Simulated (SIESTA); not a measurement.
Runs of SIESTA 5.4.2 on Ru. The structure is hexagonal, space group P6_3/mmc (No. 194). Conventional cell: a = 2.706 Å, b = 2.706 Å, c = 4.282 Å, α = 90.00°, β = 90.00°, γ = 120.00°. Around Ru (site symmetry -6m2) lie 12 Ru at 2.65 to 2.71 Å. 

```csv
task,level,potentials or basis,energy shift,gap on the mesh (eV),pressure (GPa)
band structure,LDA,"PseudoDojo 0.4 standard (LDA files), DZP (energy shift 0.003 Ry; two zetas on semicore shells)",0.003 Ry,none,-8.3
band structure,PBE,"PseudoDojo 0.4 stringent (PBE files), DZP (energy shift 0.002 Ry)",0.002 Ry,none,5.5
band structure,PBE,"PseudoDojo 0.4 standard (PBE files), TZ (energy shift 0.002 Ry)",0.002 Ry,none,(a)
band structure,PBE,"SPMS 1.0 NC or PseudoDojo by element (PBE files), DZP (energy shift 0.002 Ry)",0.002 Ry,none,5.8
```

Alike in all rows: no spin polarisation; cell as given; k mesh 11 × 11 × 6; smearing fermi-dirac 0.05 eV; grid cutoff 800 Ry.

Problem. Fill in the values left out.

Solution. (a) 4.9.

Caveats: the basis of atomic orbitals isn't converged, which shifts pressures, moduli and gaps; semicore shells carry a single zeta, which can move pressures by several GPa and volumes by a few percent (some runs); the basis has no polarisation orbitals (some runs); the valence orbitals were made in a potential fitted to the semicore shell under them, which widens gaps by tenths of an eV or more (some runs).

A k mesh can miss the band edges, and the runs leave out spin-orbit coupling on Ru.

A gap of «none» marks a metal or a gap under the smearing width.

Not every run made on this cell is shown here.
